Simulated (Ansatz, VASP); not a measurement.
## Si27C26 (V_C): VASP beside Ansatz

Aim: how closely do two programs agree when they are given the same cell, functional and k mesh? The cell is taken from a series of runs on this material, whose earlier steps may have relaxed, scaled, displaced or heated it; both programs get it as it stands.

Program: Ansatz 0.2.0. Level of theory: plane waves, with VASP 6.6.1 beside it; single point at PBEsol. Results are calculated unless marked as measured.

**1. Starting point**

The cell holds 53 atoms: 27 Si and 26 C. Its edges and angles: a = 9.242 Å, b = 9.242 Å, c = 9.242 Å, α = 60.0°, β = 60.0°, γ = 60.0°. It derives from SiC (SiC (F-43m)). Nearest the centre at fractional (0.417, 0.417, 0.417): Si14 at 1.68 Å, Si23 at 1.73 Å, Si15 at 1.75 Å, Si17 at 1.75 Å, C32 at 3.04 Å, C49 at 3.04 Å, C39 at 3.06 Å, C42 at 3.06 Å. The cell carries charge −2.

Structure file:

```cif
data_structure
_symmetry_space_group_name_H-M 'P 1'
_symmetry_Int_Tables_number 1
_cell_length_a 9.2417
_cell_length_b 9.2417
_cell_length_c 9.2417
_cell_angle_alpha 60.000
_cell_angle_beta 60.000
_cell_angle_gamma 60.000
_cell_volume 558.13
loop_
_atom_site_label
_atom_site_type_symbol
_atom_site_fract_x
_atom_site_fract_y
_atom_site_fract_z
_atom_site_occupancy
Si1 Si 0.00086 0.00022 0.00012 1
Si2 Si 0.99989 0.99991 0.33416 1
Si3 Si 0.00010 0.00097 0.66642 1
Si4 Si 0.99989 0.33425 0.99982 1
Si5 Si 0.99960 0.33434 0.33425 1
Si6 Si 0.00228 0.33517 0.66421 1
Si7 Si 0.00010 0.66651 0.00088 1
Si8 Si 0.00228 0.66430 0.33508 1
Si9 Si 0.99865 0.66709 0.66700 1
Si10 Si 0.33411 0.99994 0.99984 1
Si11 Si 0.33394 0.00030 0.33423 1
Si12 Si 0.33525 0.00190 0.66530 1
Si13 Si 0.33394 0.33432 0.00021 1
Si14 Si 0.35570 0.33612 0.33603 1
Si15 Si 0.33394 0.34812 0.64852 1
Si16 Si 0.33525 0.66539 0.00181 1
Si17 Si 0.33394 0.64861 0.34803 1
Si18 Si 0.33450 0.66678 0.66669 1
Si19 Si 0.66642 0.00024 0.00014 1
Si20 Si 0.66700 0.99838 0.33475 1
Si21 Si 0.66500 0.00177 0.66547 1
Si22 Si 0.66700 0.33485 0.99829 1
Si23 Si 0.64578 0.33301 0.33292 1
Si24 Si 0.66505 0.33501 0.66418 1
Si25 Si 0.66500 0.66556 0.00168 1
Si26 Si 0.66505 0.66427 0.33492 1
Si27 Si 0.66683 0.66656 0.66646 1
C28 C 0.08377 0.08372 0.08363 1
C29 C 0.08360 0.08405 0.41666 1
C30 C 0.08407 0.08399 0.74982 1
C31 C 0.08360 0.41675 0.08395 1
C32 C 0.08846 0.41589 0.41580 1
C33 C 0.08026 0.41831 0.75214 1
C34 C 0.08407 0.74992 0.08390 1
C35 C 0.08026 0.75223 0.41822 1
C36 C 0.08308 0.75061 0.75051 1
C37 C 0.41658 0.08387 0.08378 1
C38 C 0.41855 0.08088 0.41706 1
C39 C 0.41602 0.08637 0.74926 1
C40 C 0.41855 0.41716 0.08079 1
C41 C 0.41608 0.41778 0.75177 1
C42 C 0.41602 0.74935 0.08628 1
C43 C 0.41608 0.75187 0.41769 1
C44 C 0.41660 0.75107 0.75098 1
C45 C 0.75060 0.08332 0.08322 1
C46 C 0.75254 0.07952 0.41705 1
C47 C 0.74973 0.08387 0.74980 1
C48 C 0.75254 0.41714 0.07943 1
C49 C 0.74717 0.41529 0.41520 1
C50 C 0.75128 0.41639 0.74765 1
C51 C 0.74973 0.74989 0.08378 1
C52 C 0.75128 0.74774 0.41630 1
C53 C 0.74826 0.75115 0.75106 1
```

**2. Ansatz: single point, PBEsol**

Ansatz runs on its default PAW (the set named soft_2) files.

A single point gives forces, pressure and levels at one fixed geometry, so differences don't come from the geometry; what else differs is listed under the comparison.

input.yaml reads:

```yaml
crystal:
  checkpoint: "../qm2_M2.relax.run"
  host: checkpoint
total_charge: -2
basis:
  ecutwfc: 420
  xc_grid: 2
hamiltonian:
  xc: pbesol
kpoints:
  mp_grid: { grid: [2, 2, 2], shift: [0.5, 0.5, 0.5] }
magnetization:
  spin_polarized: true
  initial_magnetization: 2
  spin_locking: { lock_magnetization: hard }
scf:
  occupations: { method: fermi_dirac, width: 0.01 }
  max_iter: 100
output:
  forces: true
  eigenvalues: true
  charged_corrections:
    epsilon: 7.01
    static_epsilon: 10.34
    defect_position: [0.416667, 0.416667, 0.416667]
checkpoint:
  write: "../qm2_M2.pbesol.run"
  compress: false
  write_wavefunctions: false
  write_every: 100000
```

The run is started by

```console
$ ansatz run input.yaml --threads 4 --pin off --max-ram 7536MiB --backend cpu --events-out ev --progress --plain --runs-dir out
```

Numbers of over 12 decimals in the logs are rounded to 6 here.

The log of the run:

```text
Warning: at least one further symmetry operation maps every atom of the structure, as the run holds it, onto an atom to within 3.88e-5 (fractional), and is not used: no operation is sought that the atoms, as the run holds them, miss by more than 2.00e-5, twice crystal.symmetry.tolerance (1.0e-5). The run uses 1 unitary operations. The run imposes no operation that its atoms and lattice do not hold. Figures that only  [...]
crystal.checkpoint: the structure is that of <dir>, a `relax` run, at its step 13: its result, under r2scan at a charge of -2 e; 53 atoms read, 0 with a starting moment; this deck's functional is pbesol; no density is read with it (checkpoint.read); crystal.structure_sha256 for this input is
Engine: ansatz 0.2.0, aarch64-unknown-linux-gnu
Pseudopotentials: kind: paw
Pseudopotential: Si, paw, valence charge 4, recommended cutoff 420 eV (normal), Si.paw.azcp
Pseudopotential: C, paw, valence charge 4, recommended cutoff 420 eV (normal), C.paw.azcp
Functional definition: PBEsol
  exchange = pbesol_x
  correlation = pbesol_c
Crystal: 53 atoms, lattice volume = 558.130 Å³
Basis set: ecut = 420 eV, 10969 PW (Γ), exchange–correlation on 128×128×128 points (8 copies of the dense FFT grid, shifted against one another)
Bands: 161, of which v1, the nominal top of the filled ones, is band 107 counted from 1 (106 counted from 0)
Symmetry: 1 space group operations
Space group: P1 (ITA 1), of the structure as read, at distance tolerance 8.2e-5 Å
Magnetic group: BNS 1.1 (UNI 1), of the structure as read, at distance tolerance 8.2e-5 Å
k-points: 4 of 8 (time reversal used)
Non-local potential: Si, projectors of the file, l = 0: 2, l = 1: 2, l = 2: 2
Non-local potential: C, projectors of the file, l = 0: 2, l = 1: 2, l = 2: 1
PAW form: soft (Blöchl's): semilocal exchange-correlation on the pseudo side does not see the compensation charge
PAW frozen core: Si, regenerated for the run's functional, and the local potential with it (the file was generated under x = pbe(κ = 0.804, μ = 0.219515), c = pbe(β = 0.066725))
PAW frozen core: C, regenerated for the run's functional, and the local potential with it (the file was generated under x = pbe(κ = 0.804, μ = 0.219515), c = pbe(β = 0.066725))
PAW one-centre angular grid: Si, 110 points (default); XC on 64 Gauss nodes
PAW one-centre angular grid: C, 110 points (default); XC on 64 Gauss nodes
Initial density: superposition of atomic densities (chi_scale 0.1, normalization cell)
Starting moments: Σ|m| = 2 μB on 53 of 53 sites
Initial wavefunctions: pseudopotential atomic-orbital guess
Functional: x = pbesol(κ = 0.804, μ = 0.123457), c = pbesol(β = 0.046)
SCF iter   1: F=—  HF=-23221.415763 eV  |F-HF|=—  |Δ(HF+E_count)|=         —  Δρ=6.99e-2 (↑6.84e-2 ↓6.99e-2)  dr2=1.31e2  dr2_m=8.14e-2  M=2.000 μB ∫|m|=2.000 μB  β_m=0.30  ethr=3.10e-3  ⟨swp⟩=6.0  Hψ=5852  notcnv=0  defer=158
preconditioner: auto → Resta (q_TF=auto, 2.325 Å⁻¹)  ε∞=4.3  [insulator: Δε(μ)=0.141 eV  Ē_g=12.583 eV  σ=0.010 eV  W_gap=0.67  n_scr=112 (ndim 8)  ℏωp=23.0 eV  f_vac=0.000  D(μ)=17.26/eV (n_scr^D=136)  ε∞_Penn≈4.3]
spin=Collinear: Resta preconditioning applied to the charge; magnetization (m = ρ↑ − ρ↓) channel mixes plain (no charge-response kernel on spin).
SCF iter   2: F=—  HF=-23193.515007 eV  |F-HF|=—  |Δ(HF+E_count)|=    2.79e1  Δρ=3.90e-2 (↑3.80e-2 ↓3.90e-2)  dr2=3.93e1  dr2_m=4.00e-2  M=2.000 μB ∫|m|=2.000 μB  β_m=0.48  ethr=3.10e-3  ⟨swp⟩=3.0  Hψ=2435  notcnv=0  defer=376
SCF iter   3: F=—  HF=-23181.987416 eV  |F-HF|=—  |Δ(HF+E_count)|=    1.15e1  Δρ=1.02e-2 (↑1.01e-2 ↓1.02e-2)  dr2=1.40e0  dr2_m=2.81e-3  M=2.000 μB ∫|m|=2.001 μB  β_m=0.72  ethr=3.10e-3  ⟨swp⟩=3.0  Hψ=2223  notcnv=0  defer=376
SCF iter   4: F=—  HF=-23181.679894 eV  |F-HF|=—  |Δ(HF+E_count)|=   3.08e-1  Δρ=1.18e-3 (↑1.13e-3 ↓1.18e-3)  dr2=2.52e-2  dr2_m=9.07e-5  M=2.000 μB ∫|m|=2.004 μB  β_m=0.85  ethr=6.53e-4  ⟨swp⟩=2.0  Hψ=1469  notcnv=0  defer=376
SCF iter   5: F=—  HF=-23181.684915 eV  |F-HF|=—  |Δ(HF+E_count)|=   5.02e-3  Δρ=3.42e-4 (↑3.42e-4 ↓3.17e-4)  dr2=5.74e-3  dr2_m=2.75e-5  M=2.000 μB ∫|m|=2.005 μB  β_m=0.82  ethr=1.18e-5  ⟨swp⟩=3.0  Hψ=1893  notcnv=0  defer=376
[...]
atom  15  Si    -0.00611465    -0.15466384     0.01269539
  atom  16  C     -0.14239003     0.16320241    -0.06572039
  atom  17  Si     0.13987281     0.02312085     0.02442636
  atom  18  C     -0.04038228     0.00366667     0.00268589
  atom  19  Si     0.19062357    -0.01122336    -0.01206088
  atom  20  C      0.00945202     0.00732217     0.00735871
  atom  21  Si     0.00463167    -0.17594322    -0.00869794
  atom  22  C      0.14700657     0.00996325     0.17828095
  atom  23  Si     0.01915289    -0.00794520    -0.16079866
  atom  24  C     -0.02435918    -0.19045613     0.15490884
  atom  25  Si     0.00488070    -0.00820325    -0.17391975
  atom  26  C      0.14794171     0.17859911     0.01134975
  atom  27  Si    -0.24971141    -0.32157257    -0.32146099
  atom  28  Si     0.19883193     0.26517652    -0.18322247
  atom  29  C     -0.09764290    -0.14160862     0.02432464
  atom  30  Si     0.01783214    -0.15963934    -0.00949349
  atom  31  C     -0.02505944     0.15493273    -0.19080693
  atom  32  Si     0.19873999    -0.18226696     0.26731002
  atom  33  C     -0.09709834     0.02398228    -0.14109453
  atom  34  Si     0.13553192    -0.02149486    -0.02290059
  atom  35  C     -0.00805297     0.01670624     0.01613322
  atom  36  Si    -0.03110239     0.01637759     0.01805047
  atom  37  C      0.05266067    -0.00094048    -0.00103742
  atom  38  Si    -0.16054681    -0.00598459     0.02686443
[...]
atom  46  Si    -0.02718577     0.11541992    -0.00960912
  atom  47  C      0.01197029    -0.01724029     0.01433851
  atom  48  Si     0.01956426     0.02248912     0.14108489
  atom  49  C      0.00513043     0.00321383    -0.04767518
  atom  50  Si    -0.02791640    -0.00832999     0.11488645
  atom  51  C      0.01234993     0.01388884    -0.01690816
  atom  52  Si    -0.00724256    -0.00458219    -0.00572544
  atom  53  C      0.00114437    -0.01937486    -0.01874753
  max |Σ_I F_I| component: 1.42e-5 eV/Å
--- Charged-cell corrections in eV (Makov–Payne, q = -2.000 e, ε = 7.010 of the electrons, 10.340 with the ions) ---
  F (periodic)     = -23181.684935  (uncorrected; the corrections below are reported, never added to it)
  E_corr1          = +1.441202  (monopole, q²α_M/2εL)
  F Makov-Payne    = n/a  (the rows are of the electrons' constant alone; ansatz place-levels tells what screens the charge)
  no potential alignment in this run, which stands beside a crystal: run the host's input off ansatz write-host-input, and read the two finished runs by ansatz place-levels (neither reads a slab, a wire or a sheet, whose cell leaves a vacuum)
--- Band table (eV; the first three rows and the last of 8) ---
  k-point 0 ↑: bands = [... 103 lower, 9.0357, 9.0480, 10.6505, 11.1355, 11.3299, 11.4963, 11.5943, 11.7940, ... 50 higher]
  k-point 1 ↑: bands = [... 103 lower, 8.7129, 8.9438, 10.2520, 10.7070, 10.9403, 11.1910, 12.2229, 12.3554, ... 50 higher]
  k-point 2 ↑: bands = [... 103 lower, 8.7129, 8.9439, 10.2519, 10.7074, 10.9402, 11.1908, 12.2228, 12.3553, ... 50 higher]
  k-point 3 ↓: bands = [... 103 lower, 8.7401, 8.9601, 10.2903, 10.9472, 11.4955, 11.5003, 12.4125, 12.4162, ... 50 higher]
```

The column dr2 measures how far the density is from self-consistency, as an energy; F and HF (Harris–Foulkes) agree once it is small.

**3. VASP: single point, PBEsol**

The same cell, functional, mesh and smearing now go to VASP, with its own data sets.

Lines of VASP's logs that name or quote its potential files are left out, and so is its time.

INCAR reads:

```
SYSTEM = Si27C26
PREC = Accurate
ENCUT = 520
EDIFF = 1E-06
NELM = 200
ISMEAR = -1
SIGMA = 0.01
LREAL = Auto
ALGO = Normal
GGA = PS
NELECT = 214
NBANDS = 144
ISPIN = 2
MAGMOM = 0 0.01 0 0.01 0.01 0 0 0 0 0.01 0.01 0 0.01 0.06 0.05 0 0.05 0 0 0 0 0 0.06 0 0 0 0 0 0 0 0 0.04 0.03 0 0.03 0 0 0.02 0.03 0.02 0.02 0.03 0.02 0 0 0.03 0 0.03 0.03 0 0 0 0
LORBIT = 11
LWAVE = .FALSE.
LCHARG = .FALSE.
ISIF = 2
ISYM = 0
NUPDOWN = 2
LASPH = .TRUE.
GGA_COMPAT = .FALSE.
KPAR = 4
```

POSCAR reads:

```
Si27C26
1.0
    0.0000000000      6.5348422423      6.5348422423
    6.5348422423      0.0000000000      6.5348422423
    6.5348422423      6.5348422423      0.0000000000
Si C
27 26
Direct
    0.0008604350      0.0002167524      0.0001245653
    0.9998889337      0.9999114569      0.3341564130
    0.0001044798      0.0009673000      0.6664188063
    0.9998889337      0.3342486001      0.9998192698
    0.9995976912      0.3343431116      0.3342509245
    0.0022805652      0.3351746632      0.6642078874
    0.0001044798      0.6665109934      0.0008751130
    0.0022805652      0.6643000745      0.3350824761
    0.9986497525      0.6670916147      0.6669994276
    0.3341093200      0.9999360144      0.9998438272
    0.3339363480      0.0003010114      0.3342256527
    0.3352480434      0.0019032995      0.6652965078
    0.3339363480      0.3343178397      0.0002088243
    0.3556979257      0.3361247012      0.3360325142
    0.3339424924      0.3481242388      0.6485190311
    0.3352480434      0.6653886949      0.0018111125
    0.3339424924      0.6486112182      0.3480320517
    0.3344961843      0.6667802004      0.6666880133
    0.6664182585      0.0002365953      0.0001444083
    0.6669994541      0.9983788871      0.3347535576
    0.6650025428      0.0017737743      0.6654659106
    0.6669994541      0.3348457446      0.9982867000
    0.6457820138      0.3330097375      0.3329175504
    0.6650548453      0.3350140439      0.6641763457
    0.6650025428      0.6655580978      0.0016815873
    0.6650548453      0.6642685328      0.3349218568
    0.6668291422      0.6665555249      0.6664633378
    0.0837709786      0.0837211597      0.0836289726
    0.0835970444      0.0840468788      0.4166614032
    0.0840724056      0.0839893724      0.7498228429
    0.0835970444      0.4167535902      0.0839546917
    0.0884626150      0.4158907930      0.4157986059
    0.0802576554      0.4183148764      0.7521396376
    0.0840724056      0.7499150300      0.0838971853
    0.0802576554      0.7522318247      0.4182226893
    0.0830782006      0.7506061210      0.7505139340
    0.4165790698      0.0838715850      0.0837793979
    0.4185472840      0.0808793031      0.4170633906
    0.4160162767      0.0863728265      0.7492574892
    0.4185472840      0.4171555777      0.0807871161
    0.4160793570      0.4177777447      0.7517747672
    0.4160162767      0.7493496762      0.0862806394
    0.4160793570      0.7518669543      0.4176855576
    0.4166003165      0.7510745472      0.7509823602
    0.7505983488      0.0833166629      0.0832244758
    0.7525367157      0.0795226506      0.4170495140
    0.7497327692      0.0838675594      0.7497999393
    0.7525367157      0.4171417010      0.0794304636
    0.7471734655      0.4152925414      0.4152003544
    0.7512838668      0.4163907764      0.7476526687
    0.7497327692      0.7498921264      0.0837753723
    0.7512838668      0.7477448558      0.4162985893
    0.7482570220      0.7511503175      0.7510581304
```

KPOINTS reads:

```
Points of the shifted mesh
8
Reciprocal
 0.2500000000  0.2500000000  0.2500000000 1
 0.2500000000  0.2500000000  0.7500000000 1
 0.2500000000  0.7500000000  0.2500000000 1
 0.2500000000  0.7500000000  0.7500000000 1
 0.7500000000  0.2500000000  0.2500000000 1
 0.7500000000  0.2500000000  0.7500000000 1
 0.7500000000  0.7500000000  0.2500000000 1
 0.7500000000  0.7500000000  0.7500000000 1
```

Potentials, in the order of the species: Si and C (PBE family, release 64).

The run is started by

```console
$ mpirun -np 8 vasp_std
```

The log of the run:

```text
[banner, memory and clock lines left out]
running    8 mpi-ranks, on    1 nodes
[...]
|                                                                             |
|           W    W    AA    RRRRR   N    N  II  N    N   GGGG   !!!           |
|           W    W   A  A   R    R  NN   N  II  NN   N  G    G  !!!           |
|           W    W  A    A  R    R  N N  N  II  N N  N  G       !!!           |
|           W WW W  AAAAAA  RRRRR   N  N N  II  N  N N  G  GGG   !            |
|           WW  WW  A    A  R   R   N   NN  II  N   NN  G    G                |
|           W    W  A    A  R    R  N    N  II  N    N   GGGG   !!!           |
|                                                                             |
|     For optimal performance we recommend to set                             |
|       NCORE = 2 up to number-of-cores-per-socket                            |
|     NCORE specifies how many cores store one orbital (NPAR=cpu/NCORE).      |
|     This setting can greatly improve the performance of VASP for DFT.       |
[...]
DAV:   5    -0.442768262815E+03   -0.42675E-01   -0.42623E-01  5560   0.150E+00BRMIX: very serious problems
 the old and the new charge density differ
 old charge density:   212.00000 new  214.00000
BRMIX: very serious problems
 the old and the new charge density differ
 old charge density:   212.00000 new  214.00000
BRMIX: very serious problems
 the old and the new charge density differ
 old charge density:   212.00000 new  214.00000
BRMIX: very serious problems
 the old and the new charge density differ
 old charge density:   212.00000 new  214.00000
    0.444E+01
DAV:   6    -0.397712659975E+03    0.45056E+02   -0.14879E+02  5328   0.227E+01    0.202E+01
DAV:   7    -0.396430980285E+03    0.12817E+01   -0.13265E+01  5696   0.706E+00    0.870E+00
DAV:   8    -0.396104110994E+03    0.32687E+00   -0.78858E-01  5232   0.192E+00    0.301E+00
DAV:   9    -0.396068057302E+03    0.36054E-01   -0.93327E-02  5424   0.762E-01    0.899E-01
[...]
DAV:  13    -0.396068044373E+03   -0.26268E-04   -0.23523E-04  5480   0.360E-02    0.294E-02
DAV:  14    -0.396068046893E+03   -0.25196E-05   -0.16497E-05  5392   0.113E-02    0.103E-02
DAV:  15    -0.396068047878E+03   -0.98571E-06   -0.45083E-06  4224   0.489E-03
   1 F= -.39606805E+03 E0= -.39606468E+03  d E =-.672770E-02  mag=     2.0000
```

OUTCAR, selected parts (step 3):

```text
  FREE ENERGIE OF THE ION-ELECTRON SYSTEM (eV)
  ---------------------------------------------------
  free  energy   TOTEN  =      -396.0680478782 eV

  energy  without entropy=     -396.0613201747  energy(sigma->0) =     -396.06468403

 magnetization (x)
# of ion       s       p       d       tot
------------------------------------------
    1        0.000   0.002   0.000   0.002
    2        0.001   0.005   0.000   0.006
    3        0.000   0.002   0.000   0.002
    4        0.001   0.005   0.000   0.006
    5        0.004   0.013   0.000   0.017
    6        0.000   0.001   0.000   0.002
    7        0.000   0.002   0.000   0.002
    8        0.000   0.001   0.000   0.002
    9        0.000   0.002   0.000   0.002
   10        0.003   0.009   0.000   0.012
   11        0.003   0.007   0.000   0.009
   12        0.001   0.002   0.000   0.003
   13        0.003   0.007   0.000   0.009
[...]
--------------------------------------------------
tot          0.206   0.528   0.000   0.734
```

The run ends at a pressure of 5.91 GPa, with forces up to 0.52 eV/Å.

**4. Differences**

Known differences besides the potentials themselves: VASP starts from the moments at which Ansatz ended; the cutoff is 420 eV in Ansatz and 520 eV in VASP (PREC = Accurate, projectors in real space); Ansatz makes its cores anew for this functional, VASP keeps those of its PBE data sets; site moments are counted in spheres of each program's own size. Total energies have different zeros and are not compared.

The two programs side by side:

| quantity | Ansatz | VASP | difference |
| --- | --- | --- | --- |
| total moment, fixed by the input (μB) | 2.00 | 2.00 | 0.00 |
| moment on Si14 (μB) | 0.07 | 0.10 | -0.03 |
| moment on Si23 (μB) | 0.06 | 0.09 | -0.03 |
| moment on Si17 (μB) | 0.05 | 0.08 | -0.03 |
| moment on Si15 (μB) | 0.05 | 0.08 | -0.03 |

Forces on 7 of the 53 atoms, those with the largest forces and the largest differences (eV/Å; atoms numbered as in POSCAR):

| atom | Ansatz x, y, z | VASP x, y, z |
| --- | --- | --- |
| Si14 | -0.250, -0.322, -0.321 | -0.235, -0.324, -0.324 |
| Si15 | 0.199, 0.265, -0.183 | 0.188, 0.263, -0.181 |
| Si17 | 0.199, -0.182, 0.267 | 0.188, -0.180, 0.264 |
| Si23 | -0.106, 0.290, 0.293 | -0.091, 0.293, 0.294 |
| C32 | -0.033, 0.164, 0.164 | -0.040, 0.164, 0.165 |
| C39 | -0.024, -0.190, 0.155 | -0.022, -0.190, 0.150 |
| C42 | -0.025, 0.155, -0.191 | -0.022, 0.150, -0.191 |

The forces differ by 3.0 meV/Å r.m.s., which is 2.9 % of the r.m.s. force of 0.105 eV/Å (both taken over all components). The cell carries a charge of -2 e against a uniform background, so its pressure also hangs on how the neutralising background is counted, and in a defect's cell a gap may be the spacing between its levels.

**5. Summary of results**

```yaml
r_m_s_force_difference_single_point_pbesol: 3.0 meV/Å
```

The r.m.s. force difference is 3.0 meV/Å (single point, PBEsol), within the 12 meV/Å picked in this series as the mark of a large difference. VASP runs on this material, other cells of it included, that failed, so that no pair exists: single point, r2SCAN (timeout). How closely two codes agree says nothing of how well the functional describes the real material.

[Lines on the potential files, build, host, timing and source positions are cut from VASP's logs without a mark.]

[Logs are printed without paths, hosts, clocks, repeated set-up lines and the standing remarks that a program may print on its own settings, such as how far it seeks lower states.]

[Hosts, paths, dates, database ids (printed as entryN), source tags and the programs' standing remarks are cut or masked in the printed files.]
